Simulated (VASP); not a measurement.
# PbO (P4/nmm) in VASP: density of states with PBE

Aim: the density of states of PbO with PBE.

Program: VASP 6.6.1. These are calculated values, not measurements. Logs are shortened: lines on timing, memory, paths and dates and some standing lists are left out, and cuts for length are marked.

### 1 The crystal as given

It takes space group P4/nmm (No. 129, tetragonal). The conventional cell has a = 3.990 Å, b = 3.990 Å, c = 5.010 Å, α = 90.00°, β = 90.00°, γ = 90.00°. Around Pb (site symmetry 4mm) lie 4 O at 2.33 Å. Around O (site symmetry -4m2) lie 4 Pb at 2.33 Å.

### 2 Density of states, PBE

POSCAR reads:

```
PbO
1.0
    3.9900000000      0.0000000000      0.0000000000
    0.0000000000      3.9900000000      0.0000000000
    0.0000000000      0.0000000000      5.0100000000
Pb O
2 2
Direct
    0.0000000000      0.5000000000      0.2400000000
    0.5000000000      0.0000000000      0.7600000000
    0.0000000000      0.0000000000      0.0000000000
    0.5000000000      0.5000000000      0.0000000000
```

INCAR.step1 reads:

```
PREC = Accurate
ENCUT = 520
EDIFF = 1E-6
ISMEAR = -1
SIGMA = 0.05
LREAL = False
LASPH = True
NELM = 60
ALGO = Normal
ISIF = 2
LWAVE = False
LCHARG = True
GGA = PE
NBANDS = 28
KPAR = 4
```

KPOINTS.step1 reads:

```
regular mesh
0
Gamma
  12 12 10
```

INCAR.step2 reads:

```
PREC = Accurate
ENCUT = 520
EDIFF = 1E-6
ISMEAR = -5
SIGMA = 0.05
LREAL = False
LASPH = True
NELM = 60
ALGO = Normal
ISIF = 2
LWAVE = False
LCHARG = False
GGA = PE
LORBIT = 11
NBANDS = 28
KPAR = 4
NEDOS = 2001
ICHARG = 11
```

KPOINTS.step2 reads:

```
regular mesh
0
Gamma
  18 18 15
```

Potentials or basis: VASP PAW PBE potentials, release 64 (Pb_d, O).

Command:

```bash
cat potpaw_PBE.64/Pb_d/POTCAR potpaw_PBE.64/O/POTCAR > POTCAR
cp INCAR.step1 INCAR
cp KPOINTS.step1 KPOINTS
mpirun -np 4 vasp_std > vasp.out
cp INCAR.step2 INCAR
cp KPOINTS.step2 KPOINTS
mpirun -np 4 vasp_std > vasp.out
```

OUTCAR:

```text
PREC = Accurate
   ENCUT = 520
   EDIFF = 1E-6
   ISMEAR = -5
   LREAL = False
   LASPH = True
   NELM = 60
   ISIF = 2
   GGA = PE
   LORBIT = 11
   ICHARG = 11

 ion  position               nearest neighbor table
   1  0.000  0.500  0.240-   3 2.33   4 2.33   3 2.33   4 2.33   2 3.71   2 3.71   2 3.71   2 3.71
                             2 3.84   2 3.84   2 3.84   2 3.84
   2  0.500  0.000  0.760-   3 2.33   4 2.33   4 2.33   3 2.33   1 3.71   1 3.71   1 3.71   1 3.71
                             1 3.84   1 3.84   1 3.84   1 3.84
   3  0.000  0.000  0.000-   1 2.33   2 2.33   1 2.33   2 2.33
   4  0.500  0.500  0.000-   1 2.33   2 2.33   2 2.33   1 2.33

  LATTYP: Found a simple tetragonal cell.
 ALAT       =     3.9900000000
 C/A-ratio  =     1.2556390977

  Lattice vectors:

 A1 = (   3.9900000000,   0.0000000000,   0.0000000000)
 A2 = (   0.0000000000,   3.9900000000,   0.0000000000)
 A3 = (   0.0000000000,   0.0000000000,   5.0100000000)

Analysis of symmetry for initial positions (statically):
=====================================================================
 Subroutine PRICEL returns:
 Original cell was already a primitive cell.

 Routine SETGRP: Setting up the symmetry group for a
 simple tetragonal supercell.

 Subroutine GETGRP returns: Found 16 space group operations
 (whereof  8 operations were pure point group operations)
 out of a pool of 16 trial point group operations.

The static configuration has the point symmetry D_2d.
 The point group associated with its full space group is D_4h.

Analysis of symmetry for dynamics (positions and initial velocities):
=====================================================================
 Subroutine PRICEL returns:
 Original cell was already a primitive cell.

 Routine SETGRP: Setting up the symmetry group for a
 simple tetragonal supercell.

 Subroutine GETGRP returns: Found 16 space group operations
 (whereof  8 operations were pure point group operations)
 out of a pool of 16 trial point group operations.

The dynamic configuration has the point symmetry D_2d.
 The point group associated with its full space group is D_4h.

 Subroutine INISYM returns: Found 16 space group operations
 (whereof  8 operations are pure point group operations),
 and found     1 'primitive' translations

----------------------------------------------------------------------------------------

                                     Primitive cell

  volume of cell :      79.7597

  direct lattice vectors                    reciprocal lattice vectors
     3.990000000  0.000000000  0.000000000     0.250626566  0.000000000  0.000000000
     0.000000000  3.990000000  0.000000000     0.000000000  0.250626566  0.000000000
     0.000000000  0.000000000  5.010000000     0.000000000  0.000000000  0.199600798

  length of vectors
     3.990000000  3.990000000  5.010000000     0.250626566  0.250626566  0.199600798

  position of ions in fractional coordinates (direct lattice)
     0.000000000  0.500000000  0.240000000
     0.500000000  0.000000000  0.760000000
     0.000000000  0.000000000  0.000000000
     0.500000000  0.500000000  0.000000000

  ion indices of the primitive-cell ions
   primitive index   ion index
                 1           1
                 2           2
                 3           3
                 4           4

----------------------------------------------------------------------------------------

 KPOINTS: regular mesh

Automatic generation of k-mesh.
 Grid dimensions read from file:
 generate k-points for:   18   18   15

 Generating k-lattice:

  Cartesian coordinates                     Fractional coordinates (reciprocal lattice)
     0.013923698  0.000000000  0.000000000     0.055555556  0.000000000  0.000000000
     0.000000000  0.013923698  0.000000000     0.000000000  0.055555556  0.000000000
     0.000000000  0.000000000  0.013306720     0.000000000  0.000000000  0.066666667

  Length of vectors
     0.013923698  0.013923698  0.013306720

  Shift w.r.t. Gamma in fractional coordinates (k-lattice)
     0.000000000  0.000000000  0.000000000

 TETIRR: Found   7299 inequivalent tetrahedra from    29160

 Subroutine IBZKPT returns following result:
 ===========================================

 Found    440 irreducible k-points:

 Following reciprocal coordinates:
            Coordinates               Weight
  0.000000  0.000000  0.000000      1.000000
  0.055556  0.000000  0.000000      4.000000
  0.111111  0.000000  0.000000      4.000000
  0.166667  0.000000  0.000000      4.000000
  0.222222  0.000000  0.000000      4.000000
  0.277778  0.000000  0.000000      4.000000
[... 16 lines left out ...]
  0.277778  0.111111  0.000000      8.000000
  0.333333  0.111111  0.000000      8.000000
 [... further k-points ...]
   k-points           NKPTS =    440   k-points in BZ     NKDIM =    440   number of bands    NBANDS=     28
   number of dos      NEDOS =   2001   number of ions     NIONS =      4
   total plane-waves  NPLWV =  36000
   dimension x,y,z NGX =    30 NGY =   30 NGZ =   40
   dimension x,y,z NGXF=    60 NGYF=   60 NGZF=   80
   ions per type =               2   2
   NGX,Y,Z   is equivalent  to a cutoff of  12.50, 12.50, 13.27 a.u.
   NGXF,Y,Z  is equivalent  to a cutoff of  25.00, 25.00, 26.55 a.u.
 SYSTEM =  unknown system
   PREC   = accura    normal or accurate (medium, high low for compatibility)
   ISTART =      0    job   : 0-new  1-cont  2-samecut
   ICHARG =     11    charge: 1-file 2-atom 10-const
   ISPIN  =      1    spin polarized calculation?
   LNONCOLLINEAR =      F non collinear calculations
   LSORBIT =      F    spin-orbit coupling
   LASPH  =      T    aspherical Exc in radial PAW
   ENCUT  =  520.0 eV  38.22 Ry    6.18 a.u.   7.42  7.42  9.32*2*pi/ulx,y,z
   NELM   =     60;   NELMIN=  2; NELMDL=  0     # of ELM steps
   EDIFF  = 0.1E-05   stopping-criterion for ELM
   LREAL  =      F    real-space projection
   EDIFFG = 0.1E-04   stopping-criterion for IOM
   NSW    =      0    number of steps for IOM
   IBRION =     -1    ionic relax: 0-MD 1-quasi-New 2-CG
   NFREE  =      0    steps in history (QN), initial steepest desc. (CG)
   ISIF   =      2    stress and relaxation
   ISYM   =      2    0-nonsym 1-usesym 2-fastsym
   POTIM  = 0.5000    time-step for ionic-motion
   TEBEG  =    0.0;   TEEND  =   0.0 temperature during run
   PSTRESS=    0.0 pullay stress
   NELECT =      40.0000    total number of electrons
   NUPDOWN=      -1.0000    fix difference up-down
   EMIN   =  10.00;   EMAX   =-10.00  energy-range for DOS
   EFERMI =   0.00;   METHOD = LEGACY
   ISMEAR =    -5;   SIGMA  =   0.05  broadening in eV -4-tet -1-fermi 0-gaus
   EFERMI_NEDOS =   21; number of points for ismear=-14 and -15
   IALGO  =     38    algorithm
   IMIX   =      4    mixing-type and parameters
     AMIX     =   0.40;   BMIX     =  1.00
     AMIX_MAG =   1.60;   BMIX_MAG =  1.00
  volume/ion in A,a.u.               =      19.94       134.56
  Fermi-wavevector in a.u.,A,eV,Ry     =   1.300670  2.457909 23.017539  1.691741
  Thomas-Fermi vector in A             =   2.431853
   LORBIT       =     11    0 simple, 1 ext, 2 COOP (PROOUT), +10 PAW based schemes
   GGA     = PE    functional components
   LHFCALC =     F    Hartree Fock is set to
   AEXX    =    0.0000 exact exchange contribution
   IVDW    =     0    specifies the selected vdW correction
   LEPSILON=     F    determine dielectric tensor
   LRPA    =     F    only Hartree local field effects (RPA)
 non-spin polarized calculation
 Fermi weights with tetrahedron method with Bloechl corrections
  energy-cutoff  :      520.00
  volume of cell :       79.76
 maximum number of plane-waves:      2194
 NGX is ok and might be reduce to    30

 number of electron      39.9999999 magnetization

 Free energy of the ion-electron system (eV)
  ---------------------------------------------------
  ext. energy  EPLUGINS =         0.00000000
  ---------------------------------------------------
  free energy    TOTEN  =       -21.43714110 eV

  energy without entropy =      -21.43714110  energy(sigma->0) =      -21.43714110

 E-fermi :   5.0895     XC(G=0):  -9.8282

 val. band max:        5.0810876454   @ k =   0.0556   0.0556   0.0000
 cond. band min:       6.2333216714   @ k =   0.5000   0.5000   0.0000
 fundamental gap:      1.1522340259
 Fermi energy:         5.0895344899

 k-point     1 :       0.0000    0.0000    0.0000
  band No.  band energies     occupation
      1     -13.1784      2.00000
      2     -12.6728      2.00000
      3     -10.9316      2.00000
      4     -10.9316      2.00000
      5     -10.8737      2.00000
      6     -10.8581      2.00000
[... 20 lines left out ...]
     27      12.5463      0.00000
     28      13.1171      0.00000

 k-point     2 :       0.0556    0.0000    0.0000
  band No.  band energies     occupation
      1     -13.1718      2.00000
      2     -12.6748      2.00000
      3     -10.9300      2.00000
      4     -10.9300      2.00000
      5     -10.8715      2.00000
      6     -10.8564      2.00000
[... 20 lines left out ...]
     27      12.6306      0.00000
     28      13.3274      0.00000

 k-point     3 :       0.1111    0.0000    0.0000
  band No.  band energies     occupation
      1     -13.1528      2.00000
      2     -12.6808      2.00000
      3     -10.9255      2.00000
      4     -10.9253      2.00000
      5     -10.8651      2.00000
      6     -10.8512      2.00000
[... 20 lines left out ...]
     27      12.7361      0.00000
     28      13.9162      0.00000

 k-point     4 :       0.1667    0.0000    0.0000
  band No.  band energies     occupation
      1     -13.1229      2.00000
      2     -12.6912      2.00000
      3     -10.9181      2.00000
      4     -10.9175      2.00000
      5     -10.8544      2.00000
      6     -10.8424      2.00000
[... 20 lines left out ...]
     27      12.8340      0.00000
     28      14.6877      0.00000

 k-point     5 :       0.2222    0.0000    0.0000
  band No.  band energies     occupation
      1     -13.0846      2.00000
      2     -12.7065      2.00000
      3     -10.9083      2.00000
      4     -10.9071      2.00000
      5     -10.8398      2.00000
      6     -10.8318      2.00000
[... 20 lines left out ...]
     27      12.9516      0.00000
     28      15.5074      0.00000

 k-point     6 :       0.2778    0.0000    0.0000
  band No.  band energies     occupation
      1     -13.0407      2.00000
      2     -12.7269      2.00000
      3     -10.8963      2.00000
      4     -10.8946      2.00000
      5     -10.8233      2.00000
      6     -10.8217      2.00000
[... 463 lines left out ...]
      5     -10.8471      2.00000
      6     -10.8383      2.00000
[... 20 lines left out ...]
     27      13.5773      0.00000
     28      14.8743      0.00000

 k-point    22 :       0.2222    0.1111    0.0000
  band No.  band energies     occupation
      1     -13.0650      2.00000
      2     -12.7124      2.00000
      3     -10.9189      2.00000
      4     -10.8816      2.00000
      5     -10.8334      2.00000
      6     -10.8293      2.00000
[... 20 lines left out ...]
     27      13.7196      0.00000
     28      15.6097      0.00000

 k-point    23 :       0.2778    0.1111    0.0000
  band No.  band energies     occupation
      1     -13.0241      2.00000
      2     -12.7316      2.00000
      3     -10.9077      2.00000
      4     -10.8679      2.00000
      5     -10.8227      2.00000
      6     -10.8162      2.00000
[... 20 lines left out ...]
     27      13.8344      0.00000
     28      15.2146      0.00000

 k-point    24 :       0.3333    0.1111    0.0000
  band No.  band energies     occupation
      1     -12.9805      2.00000
      2     -12.7557      2.00000
      3     -10.8941      2.00000
      4     -10.8545      2.00000
      5     -10.8216      2.00000
      6     -10.8006      2.00000
[... 20 lines left out ...]
     27      13.9416      0.00000
     28      14.8591      0.00000

 [... further k-points ...]

------------------------ aborting loop because EDIFF is reached ----------------------------------------

  FORCE on cell =-STRESS in cart. coord.  units (eV):
  Direction    XX          YY          ZZ          XY          YZ          ZX
  --------------------------------------------------------------------------------------
  -------------------------------------------------------------------------------------
  Total        1.7123662      1.7123662      1.1251224      0.0000000      0.0000000      0.0000000
  in kB       34.3972482     34.3972482     22.6009576      0.0000000      0.0000000      0.0000000
  external PRESSURE =      30.4651513 kB  Pullay stress =       0.0000000 kB

 VOLUME and BASIS-vectors are now :
 -----------------------------------------------------------------------------
  energy-cutoff  :      520.00
  volume of cell :       79.76
      direct lattice vectors                 reciprocal lattice vectors
     3.990000000  0.000000000  0.000000000     0.250626566  0.000000000  0.000000000
     0.000000000  3.990000000  0.000000000     0.000000000  0.250626566  0.000000000
     0.000000000  0.000000000  5.010000000     0.000000000  0.000000000  0.199600798

 POSITION                                       TOTAL-FORCE (eV/Angst)
 -----------------------------------------------------------------------------------
      0.00000      1.99500      1.20240         0.000000      0.000000      0.029034
      1.99500      0.00000      3.80760         0.000000     -0.000000     -0.029034
      0.00000      0.00000      0.00000         0.000000      0.000000      0.000000
      1.99500      1.99500      0.00000         0.000000     -0.000000      0.000000
 -----------------------------------------------------------------------------------
    total drift:                                0.000000      0.000000      0.000000

  FREE ENERGIE OF THE ION-ELECTRON SYSTEM (eV)
  ---------------------------------------------------
  free  energy   TOTEN  =       -21.4371410974 eV

  energy  without entropy=      -21.4371410974  energy(sigma->0) =      -21.43714110

 total charge

# of ion       s       p       d       tot
------------------------------------------
    1        1.376   0.622   9.876  11.874
    2        1.376   0.622   9.876  11.874
    3        1.579   3.388   0.000   4.966
    4        1.579   3.388   0.000   4.966
--------------------------------------------------
tot          5.909   8.019  19.753  33.681
```

Run time: 5.5 min. Hardware: 4 MPI ranks of Intel Xeon Platinum 8375C at 2.90GHz (Ice Lake), shared host; peak memory 0.78 GiB.

What came out:

* Valence electrons inside the program's atomic spheres: Pb 11.87; O 4.97

States per cell in windows of 0.5 eV (zero at the valence-band top; states under -8 eV left out):
```tsv
from (eV)	total	O3_p	O4_p	Pb1_p	Pb2_p	Pb1_s	Pb2_s
-8.0	1.40	0.10	0.10	0.00	0.00	0.38	0.38
-7.5	0.90	0.06	0.06	0.00	0.00	0.24	0.24
-7.0	0.51	0.03	0.03	0.00	0.00	0.14	0.14
-6.5	0.27	0.01	0.01	0.00	0.00	0.07	0.07
-6.0	0.16	0.01	0.01	0.00	0.00	0.04	0.04
-5.5	0.09	0.00	0.00	0.00	0.00	0.03	0.03
-5.0	0.20	0.03	0.03	0.01	0.01	0.01	0.01
-4.5	1.19	0.26	0.26	0.08	0.08	0.01	0.01
-4.0	1.33	0.31	0.31	0.08	0.08	0.00	0.00
-3.5	1.30	0.33	0.33	0.07	0.07	0.00	0.00
-3.0	1.08	0.29	0.29	0.05	0.05	0.00	0.00
-2.5	1.52	0.40	0.40	0.07	0.07	0.02	0.02
-2.0	1.84	0.48	0.48	0.08	0.08	0.06	0.06
-1.5	2.50	0.73	0.73	0.08	0.08	0.07	0.07
-1.0	0.72	0.17	0.17	0.03	0.03	0.05	0.05
-0.5	0.34	0.08	0.08	0.01	0.01	0.03	0.03
0.0	0.00	0.00	0.00	0.00	0.00	0.00	0.00
0.5	0.00	0.00	0.00	0.00	0.00	0.00	0.00
1.0	0.03	0.00	0.00	0.00	0.00	0.00	0.00
1.5	0.12	0.00	0.00	0.01	0.01	0.00	0.00
2.0	0.43	0.02	0.02	0.05	0.05	0.01	0.01
2.5	1.31	0.09	0.09	0.15	0.15	0.04	0.04
3.0	1.45	0.14	0.14	0.14	0.14	0.07	0.07
3.5	0.73	0.07	0.07	0.07	0.07	0.04	0.04
4.0	0.56	0.04	0.04	0.07	0.07	0.01	0.01
4.5	0.71	0.05	0.05	0.10	0.10	0.01	0.01
5.0	0.92	0.06	0.06	0.13	0.13	0.02	0.02
5.5	0.91	0.05	0.05	0.17	0.17	0.01	0.01
6.0	0.80	0.04	0.04	0.16	0.16	0.01	0.01
6.5	1.33	0.09	0.09	0.28	0.28	0.01	0.01
7.0	1.55	0.13	0.13	0.33	0.33	0.01	0.01
7.5	1.08	0.10	0.10	0.22	0.22	0.00	0.00
```
